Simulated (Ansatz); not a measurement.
Crystal: FeNi3 (Awaruite).

```
CELL_PARAMETERS angstrom
3.54500 0.00000 0.00000
0.00000 3.54500 0.00000
0.00000 0.00000 3.54500
ATOMIC_POSITIONS crystal
Ni 0.50000 0.50000 0.00000
Ni 0.50000 0.00000 0.50000
Ni 0.00000 0.50000 0.50000
Fe 0.00000 0.00000 0.00000
```

Base run:

* Program: Ansatz 0.2.0
* Functional: PBEsol
* Potentials or basis: Ansatz PAW
* Cutoff: 420 eV (not typed: the program's choice for these potentials)
* k mesh: 8 × 8 × 8
* Occupations: fermi-dirac, width 0.05 eV
* Spin: no spin polarisation

Its results: band gap on the k mesh none (metal or under the smearing width); pressure -17.5 GPa.

**Question.** The run is repeated on the same cell with these changes: spin from no spin polarisation to collinear spin, ferrimagnetic start. What comes out?

**Answer.** Band gap on the k mesh none (metal or under the smearing width); pressure -9.4 GPa; net moment -4.87 μB per cell; site moments Ni -0.70; Fe -2.91 μB.

Caveats: the PAW data sets come from PBE, with cores solved anew for the run's functional, which leaves a small shift of forces and pressure; the starting moments weren't kept (some runs).
